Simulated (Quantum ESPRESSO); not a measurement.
# Ge (Imma) in Quantum ESPRESSO: settings compared

The runs below take Ge through band structure, with PBEsol, LDA.

Everything below comes from runs of Quantum ESPRESSO 7.5. Logs are shortened: lines on timing, memory, paths and dates and some standing lists are left out, and cuts for length are marked.

## (1) The structure

The structure is orthorhombic, space group Imma (No. 74). The conventional cell has a = 4.992 Å, b = 5.302 Å, c = 2.874 Å, α = 90.00°, β = 90.00°, γ = 90.00°. Around Ge (site symmetry mm2) lie 6 Ge at 2.68 to 2.87 Å.

This isn't the form of Ge at room conditions, which is diamond.

## (2) Band structure, PBEsol

The input, pw.in:

```
&CONTROL
  calculation = 'scf'
  prefix = 'pwscf'
  outdir = './tmp'
  pseudo_dir = './pseudo'
  tprnfor = .true.
  tstress = .true.
  disk_io = 'low'
/
&SYSTEM
  ibrav = 0
  celldm(1) = 8
  nat = 2
  ntyp = 1
  ecutwfc = 45
  ecutrho = 360
  nbnd = 21
  occupations = 'smearing'
  smearing = 'fd'
  degauss = 0.00367493
/
&ELECTRONS
  conv_thr = 4d-10
  electron_maxstep = 120
  mixing_beta = 0.5
/
ATOMIC_SPECIES
Ge    72.6300 ge_pbesol_v1.4.uspp.F.UPF
CELL_PARAMETERS alat
 -0.5895704568752   0.6261756329880   0.3394295357003
  0.5895704568752  -0.6261756329880   0.3394295357003
  0.5895704568752   0.6261756329880  -0.3394295357003
ATOMIC_POSITIONS crystal
Ge     0.3140570000    0.0640570000    0.2500000000
Ge     0.6859430000    0.9359430000    0.7500000000
K_POINTS automatic
11 11 11 0 0 0
```

The input, bands.in:

```
&CONTROL
  calculation = 'bands'
  prefix = 'pwscf'
  outdir = './tmp'
  pseudo_dir = './pseudo'
  disk_io = 'low'
  verbosity = 'high'
/
&SYSTEM
  ibrav = 0
  celldm(1) = 8
  nat = 2
  ntyp = 1
  ecutwfc = 45
  ecutrho = 360
  nbnd = 21
  occupations = 'smearing'
  smearing = 'fd'
  degauss = 0.00367493
/
&ELECTRONS
  conv_thr = 1d-08
  electron_maxstep = 120
  mixing_beta = 0.5
  diago_full_acc = .true.
  startingwfc = 'random'
/
ATOMIC_SPECIES
Ge    72.6300 ge_pbesol_v1.4.uspp.F.UPF
CELL_PARAMETERS alat
 -0.5895704568752   0.6261756329880   0.3394295357003
  0.5895704568752  -0.6261756329880   0.3394295357003
  0.5895704568752   0.6261756329880  -0.3394295357003
ATOMIC_POSITIONS crystal
Ge     0.3140570000    0.0640570000    0.2500000000
Ge     0.6859430000    0.9359430000    0.7500000000
K_POINTS crystal
61
 0.0000000000  0.0000000000  0.0000000000 1
 0.0404324158  0.0404324158 -0.0404324158 1
 0.0808648316  0.0808648316 -0.0808648316 1
 0.1212972474  0.1212972474 -0.1212972474 1
 0.1617296632  0.1617296632 -0.1617296632 1
 0.2021620790  0.2021620790 -0.2021620790 1
 0.2425944948  0.2425944948 -0.2425944948 1
 0.2830269106  0.2830269106 -0.2830269106 1
 0.3234593264  0.3234593264 -0.3234593264 1
 0.2950845098  0.3518341431 -0.2950845098 1
 0.1967230065  0.4012227621 -0.1967230065 1
 0.0983615033  0.4506113810 -0.0983615033 1
 0.0000000000  0.5000000000  0.0000000000 1
 0.0833333333  0.4166666667  0.0833333333 1
 0.1666666667  0.3333333333  0.1666666667 1
 0.2500000000  0.2500000000  0.2500000000 1
 0.3333333333  0.1666666667  0.1666666667 1
 0.4166666667  0.0833333333  0.0833333333 1
 0.5000000000  0.0000000000  0.0000000000 1
 0.5588468912 -0.1078197755  0.1078197755 1
 0.6176937824 -0.2156395510  0.2156395510 1
 0.6765406736 -0.3234593264  0.3234593264 1
 0.6324055052 -0.3675944948  0.3675944948 1
 0.5882703368 -0.4117296632  0.4117296632 1
 0.5441351684 -0.4558648316  0.4558648316 1
 0.5000000000 -0.5000000000  0.5000000000 1
 0.4285714286 -0.4285714286  0.4285714286 1
 0.3571428571 -0.3571428571  0.3571428571 1
 0.2857142857 -0.2857142857  0.2857142857 1
 0.2142857143 -0.2142857143  0.2142857143 1
 0.1428571429 -0.1428571429  0.1428571429 1
 0.0714285714 -0.0714285714  0.0714285714 1
 0.0000000000  0.0000000000  0.0000000000 1
-0.0673750262  0.0673750262  0.0673750262 1
-0.1347500524  0.1347500524  0.1347500524 1
-0.2021250786  0.2021250786  0.2021250786 1
-0.2695001048  0.2695001048  0.2695001048 1
-0.3368751310  0.3368751310  0.3368751310 1
-0.4042501572  0.4042501572  0.4042501572 1
-0.4716251834  0.4716251834  0.4716251834 1
-0.3773001467  0.3773001467  0.4773001467 1
-0.2829751100  0.2829751100  0.4829751100 1
-0.1886500733  0.1886500733  0.4886500733 1
-0.0943250367  0.0943250367  0.4943250367 1
 0.0000000000  0.0000000000  0.5000000000 1
 0.0312500000  0.0312500000  0.4687500000 1
 0.0625000000  0.0625000000  0.4375000000 1
 0.0937500000  0.0937500000  0.4062500000 1
 0.1250000000  0.1250000000  0.3750000000 1
 0.1562500000  0.1562500000  0.3437500000 1
 0.1875000000  0.1875000000  0.3125000000 1
 0.2187500000  0.2187500000  0.2812500000 1
 0.2500000000  0.2500000000  0.2500000000 1
-0.2950845098  0.6481658569  0.2950845098 1
-0.3303926445  0.6128577222  0.3303926445 1
-0.3657007792  0.5775495875  0.3657007792 1
-0.4010089139  0.5422414528  0.4010089139 1
-0.4363170486  0.5069333181  0.4363170486 1
-0.4716251834  0.4716251834  0.4716251834 1
 0.4716251834 -0.4716251834  0.5283748166 1
 0.5000000000 -0.5000000000  0.5000000000 1
```

Potentials or basis: GBRV 1.5 PBEsol.

On the command line:

```console
> OMP_NUM_THREADS=1 mpirun -n 2 pw.x -nk 2 -in pw.in > pw.out
> OMP_NUM_THREADS=1 mpirun -n 2 pw.x -nk 2 -in bands.in > bands.out
```

pw.out:

```text
This program is part of the open-source Quantum ESPRESSO suite
     for quantum simulation of materials; please cite
         "P. Giannozzi et al., J. Phys.:Condens. Matter 21 395502 (2009);
         "P. Giannozzi et al., J. Phys.:Condens. Matter 29 465901 (2017);
         "P. Giannozzi et al., J. Chem. Phys. 152 154105 (2020);
     in publications or presentations arising from this work. More details at

     Message from routine setup:
     using ibrav=0 with symmetry is DISCOURAGED, use correct ibrav instead

     K-points division:     npool     =       2
     Subspace diagonalization in iterative solution of the eigenvalue problem:
     a serial algorithm will be used

     G-vector sticks info
     --------------------
     sticks:   dense  smooth     PW     G-vecs:    dense   smooth      PW
     Sum        1073     535    179                29611    10519    2025

     Using Slab Decomposition

     bravais-lattice index     =            0
     lattice parameter (alat)  =       8.0000  a.u.
     unit-cell volume          =     256.6324 (a.u.)^3
     number of atoms/cell      =            2
     number of atomic types    =            1
     number of electrons       =        28.00
     number of Kohn-Sham states=           21
     kinetic-energy cutoff     =      45.0000  Ry
     charge density cutoff     =     360.0000  Ry
     scf convergence threshold =      4.0E-10
     mixing beta               =       0.5000
     number of iterations used =            8  plain     mixing
     Exchange-correlation= SLA  PW   PSX  PSC
                           (   1   4  10   8   0   0   0)

     celldm(1)=   8.000000  celldm(2)=   0.000000  celldm(3)=   0.000000
     celldm(4)=   0.000000  celldm(5)=   0.000000  celldm(6)=   0.000000

     crystal axes: (cart. coord. in units of alat)
               a(1) = (  -0.589570   0.626176   0.339430 )
               a(2) = (   0.589570  -0.626176   0.339430 )
               a(3) = (   0.589570   0.626176  -0.339430 )

     reciprocal axes: (cart. coord. in units 2 pi/alat)
               b(1) = ( -0.000000  0.798498  1.473060 )
               b(2) = (  0.848075  0.000000  1.473060 )
               b(3) = (  0.848075  0.798498  0.000000 )

     PseudoPot. # 1 for Ge read from file:
     ge_pbesol_v1.4.uspp.F.UPF
     Pseudo is Ultrasoft + core correction, Zval = 14.0
     Generated by new atomic code, or converted to UPF format
     Using radial grid of  873 points,  6 beta functions with:
                l(1) =   0
                l(2) =   0
                l(3) =   1
                l(4) =   1
                l(5) =   2
                l(6) =   2
     Q(r) pseudized with  8 coefficients,  rinner =    1.400   1.400   1.400
                                                       1.400   1.400

     atomic species   valence    mass     pseudopotential
     Ge               14.00    72.63000     Ge( 1.00)

      8 Sym. Ops., with inversion, found ( 4 have fractional translation)

   Cartesian axes

     site n.     atom                  positions (alat units)
         1        Ge     tau(   1) = (   0.0000000   0.3130878   0.0434857  )
         2        Ge     tau(   2) = (   0.5895705   0.3130878   0.2959439  )

     number of k points=   216  Fermi-Dirac smearing, width (Ry)=  0.0037

     Number of k-points >= 100: set verbosity='high' to print them.

     Dense  grid:    29611 G-vectors     FFT dimensions: (  48,  45,  48)

     Smooth grid:    10519 G-vectors     FFT dimensions: (  32,  32,  32)

     Initial potential from superposition of free atoms

     starting charge      27.9984, renormalised to      28.0000
     Starting wfcs are   18 randomized atomic wfcs +    3 random wfcs

     Self-consistent Calculation

     iteration #  1     ecut=    45.00 Ry     beta= 0.50
     Davidson diagonalization with overlap
     ethr =  1.00E-02,  avg # of iterations =  4.1

     Threshold (ethr) on eigenvalues was too large:
     Diagonalizing with lowered threshold

     Davidson diagonalization with overlap
     ethr =  2.73E-05,  avg # of iterations =  4.8

     total energy              =    -426.35458333 Ry
     estimated scf accuracy    <       0.00786828 Ry

     iteration #  2     ecut=    45.00 Ry     beta= 0.50
     Davidson diagonalization with overlap
     ethr =  2.81E-05,  avg # of iterations =  1.0

     total energy              =    -426.35503130 Ry
     estimated scf accuracy    <       0.00122011 Ry

     iteration #  3     ecut=    45.00 Ry     beta= 0.50
     Davidson diagonalization with overlap
     ethr =  4.36E-06,  avg # of iterations =  1.3

     total energy              =    -426.35505697 Ry
     estimated scf accuracy    <       0.00009856 Ry

     iteration #  4     ecut=    45.00 Ry     beta= 0.50
     Davidson diagonalization with overlap
     ethr =  3.52E-07,  avg # of iterations =  1.2

     total energy              =    -426.35505973 Ry
     estimated scf accuracy    <       0.00000078 Ry

     iteration #  5     ecut=    45.00 Ry     beta= 0.50
     Davidson diagonalization with overlap
     ethr =  2.77E-09,  avg # of iterations =  3.3

     total energy              =    -426.35506002 Ry
     estimated scf accuracy    <       0.00000011 Ry

     iteration #  6     ecut=    45.00 Ry     beta= 0.50
     Davidson diagonalization with overlap
     ethr =  3.81E-10,  avg # of iterations =  2.0

     total energy              =    -426.35506005 Ry
     estimated scf accuracy    <       0.00000001 Ry

     iteration #  7     ecut=    45.00 Ry     beta= 0.50
     Davidson diagonalization with overlap
     ethr =  5.10E-11,  avg # of iterations =  2.0

     End of self-consistent calculation

     Number of k-points >= 100: set verbosity='high' to print the bands.

     the Fermi energy is    10.5445 ev

!    total energy              =    -426.35506006 Ry
     estimated scf accuracy    <          2.6E-10 Ry
     smearing contrib. (-TS)   =      -0.00046749 Ry
     internal energy E=F+TS    =    -426.35459257 Ry

     The total energy is F=E-TS. E is the sum of the following terms:
     one-electron contribution =    -233.99295197 Ry
     hartree contribution      =     145.08026336 Ry
     xc contribution           =    -115.23185369 Ry
     ewald contribution        =    -222.21005027 Ry

     convergence has been achieved in   7 iterations

     Forces acting on atoms (cartesian axes, Ry/au):

     atom    1 type  1   force =    -0.00000000    0.00000000    0.00230950
     atom    2 type  1   force =     0.00000000   -0.00000000   -0.00230950

     Total force =     0.003266     Total SCF correction =     0.000019

     Computing stress (Cartesian axis) and pressure

          total   stress  (Ry/bohr**3)                   (kbar)     P=      -26.91
  -0.00010338   0.00000000  -0.00000000          -15.21        0.00       -0.00
   0.00000000  -0.00024207   0.00000000            0.00      -35.61        0.00
  -0.00000000  -0.00000000  -0.00020342           -0.00       -0.00      -29.92

=------------------------------------------------------------------------------=
   JOB DONE.
=------------------------------------------------------------------------------=
```

Wall time 36 s (2 MPI ranks of Arm Neoverse V2, shared host); peak memory 0.28 GiB.

Results:

```
Free energy            : -5800.8561 eV
Pressure               : -2.7 GPa
Largest force          : 0.059 eV/Å
Band gap on the k mesh : none (metal or under the smearing width)
```

Forces on the atoms (eV/Å):
```
Ge   0.000  0.000  0.059
Ge   0.000  0.000 -0.059
```

Stress tensor (GPa, compression positive):
```
-1.52  0.00  0.00
 0.00 -3.56  0.00
 0.00  0.00 -2.99
```

Levels at the corners of the path, in eV from the Fermi level:
```tsv
point	band 12	band 13	band 14	band 15	band 16	band 17
Γ	-3.84	-2.36	-1.91	3.41	6.93	7.15
X	-6.59	-3.77	-3.69	-3.32	3.69	5.58
L	-6.63	-3.92	-3.75	-2.97	3.52	5.78
T	-5.92	-3.47	-2.26	-1.79	3.08	3.99
W	-7.00	-4.32	-4.32	3.86	3.86	5.14
R	-6.98	-1.96	-1.57	-0.79	1.47	3.17
X1	-6.59	-3.77	-3.69	-3.32	3.69	5.58
Z	-8.23	-5.86	-5.61	4.38	6.83	10.69
Γ	-3.84	-2.36	-1.91	3.41	6.93	7.15
Y	-8.38	-5.84	-5.42	4.40	6.84	10.63
S	-10.37	0.64	0.64	2.25	2.25	6.73
W	-7.00	-4.32	-4.32	3.86	3.86	5.14
L1	-6.63	-3.92	-3.75	-2.97	3.52	5.78
Y	-8.38	-5.84	-5.42	4.40	6.84	10.63
Y1	-8.38	-5.84	-5.42	4.40	6.84	10.63
Z	-8.23	-5.86	-5.61	4.38	6.83	10.69
```

## (3) Band structure, LDA

pw.in, as its differences from that of step 2:

```diff
@@ -27,3 +27,3 @@
 ATOMIC_SPECIES
-Ge    72.6300 ge_pbesol_v1.4.uspp.F.UPF
+Ge    72.6300 ge_lda_v1.4.uspp.F.UPF
 CELL_PARAMETERS alat
```

bands.in, as its differences from that of step 2:

```diff
@@ -28,3 +28,3 @@
 ATOMIC_SPECIES
-Ge    72.6300 ge_pbesol_v1.4.uspp.F.UPF
+Ge    72.6300 ge_lda_v1.4.uspp.F.UPF
 CELL_PARAMETERS alat
```

Potentials or basis: GBRV 1.5 LDA.

On the command line:

```console
> OMP_NUM_THREADS=1 mpirun -n 2 pw.x -nk 2 -in pw.in > pw.out
> OMP_NUM_THREADS=1 mpirun -n 2 pw.x -nk 2 -in bands.in > bands.out
```

It took 34 s on 2 MPI ranks of Arm Neoverse V2, shared host; peak memory 0.28 GiB.

The run converged. Its results:

```
Free energy            : -5797.9515 eV
Pressure               : -4.4 GPa
Largest force          : 0.068 eV/Å
Band gap on the k mesh : none (metal or under the smearing width)
```

Forces in eV/Å, atoms in the order of the input:
```
Ge   0.000  0.000  0.068
Ge   0.000  0.000 -0.068
```

Stress tensor (GPa, compression positive):
```
-3.27  0.00  0.00
 0.00 -5.30  0.00
 0.00  0.00 -4.67
```

Levels at the corners of the path, in eV from the Fermi level:
| point | band 12 | band 13 | band 14 | band 15 | band 16 | band 17 |
| --- | --- | --- | --- | --- | --- | --- |
| Γ | -3.95 | -2.34 | -1.89 | 3.55 | 6.88 | 7.07 |
| X | -6.65 | -3.72 | -3.63 | -3.27 | 3.60 | 5.58 |
| L | -6.68 | -3.86 | -3.70 | -2.92 | 3.44 | 5.76 |
| T | -5.89 | -3.54 | -2.24 | -1.78 | 3.21 | 3.96 |
| W | -7.05 | -4.27 | -4.27 | 3.82 | 3.82 | 5.09 |
| R | -7.00 | -1.98 | -1.55 | -0.76 | 1.53 | 3.14 |
| X1 | -6.65 | -3.72 | -3.63 | -3.27 | 3.60 | 5.58 |
| Z | -8.28 | -5.80 | -5.55 | 4.35 | 6.85 | 10.57 |
| Γ | -3.95 | -2.34 | -1.89 | 3.55 | 6.88 | 7.07 |
| Y | -8.43 | -5.78 | -5.36 | 4.37 | 6.87 | 10.51 |
| S | -10.38 | 0.65 | 0.65 | 2.24 | 2.24 | 6.68 |
| W | -7.05 | -4.27 | -4.27 | 3.82 | 3.82 | 5.09 |
| L1 | -6.68 | -3.86 | -3.70 | -2.92 | 3.44 | 5.76 |
| Y | -8.43 | -5.78 | -5.36 | 4.37 | 6.87 | 10.51 |
| Y1 | -8.43 | -5.78 | -5.36 | 4.37 | 6.87 | 10.51 |
| Z | -8.28 | -5.80 | -5.55 | 4.35 | 6.85 | 10.57 |
